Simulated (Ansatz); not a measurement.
**Squeezing W (diamond type)**

```yaml
crystal:
  lattice:
    - [0.00000, 2.91581, 2.91581]
    - [2.91581, 0.00000, 2.91581]
    - [2.91581, 2.91581, 0.00000]
  atoms:
    - { symbol: W, position: [0.87500, 0.87500, 0.87500] }
    - { symbol: W, position: [0.12500, 0.12500, 0.12500] }
```

The cell comes from a relaxation on PAW files under the same functional, begun from a prototype that needn't be the stable phase.

Its volume is scaled at fixed shape and fractional positions.

Level of theory: DFT with PBE, scalar-relativistic, in Ansatz 0.2.0; a Γ-centred 12×12×12 k mesh, Fermi–Dirac smearing of 0.1 eV, no spin polarisation. LAPW: all electrons, basis error target 1 meV/atom; PAW: frozen-core files, cutoff 420 eV; crystal datasets: all electrons, by PAW datasets that the program makes for each cell; norm-conserving: pseudopotentials, cutoff 1007 eV; PAW (cutoff 250 eV): frozen-core files, cutoff 250 eV.

Energies are extrapolated to zero smearing and count from the unscaled cell; pressure is positive in compression; gaps take the mesh and a band path. No temperature or zero-point motion is included.

Spin–orbit coupling is left out, which matters for the heavy atoms.

```
V/V0  V (Å³/atom)  P LAPW (GPa)  ΔE LAPW (eV/atom)  P PAW − LAPW (GPa)  ΔE PAW − LAPW (meV/atom)
1.00        24.79          0.01              0.000                0.00                       0.0
0.95        23.55          6.77              0.024                0.02                       0.1
0.85        21.07          26.4              0.265                0.10                       1.0
0.75        18.59          59.5              0.903                0.24                       3.6
0.65        16.11         118.3              2.227                0.44                       8.8
0.55        13.63             ?              4.837                0.39                      16.3
0.45        11.16         482.0             10.087               -1.40                      12.8
0.40         9.92         719.8             14.665               -4.15                      -8.1
```

**Question.** Fill in "P LAPW (GPa)" for the row "0.55".

**Answer.** 232.9.

**Question.** Fit the Vinet equation to the LAPW pressures over the whole range, with residuals weighted by 1/(|P| + 0.03·Pmax).

**Answer.** V0 = 24.89 Å³/atom, B0 = 101 GPa and B0′ = 4.92, and the fit misses no point by more than 19 GPa. A fit over so wide a range pins B0 less well than one near rest.

**Question.** At the smallest volume, how far do crystal datasets and norm-conserving and PAW (cutoff 250 eV) lie from LAPW in pressure?

**Answer.** crystal datasets: 0.00 GPa; norm-conserving: +9.69 GPa; PAW (cutoff 250 eV): +3.18 GPa, on a LAPW pressure of 719.8 GPa.

**Question.** How do the Löwdin populations by LAPW change from the unscaled cell to the last row?

**Answer.** W 5s 1.97 → 1.84, W 6s 1.07 → 0.69, W 5p 5.97 → 5.78, W 5d 4.95 → 5.65 electrons an atom. These are projections on the shells that the free atoms fill; 0.10 e a cell lies outside them at the start and 0.14 e at the end.
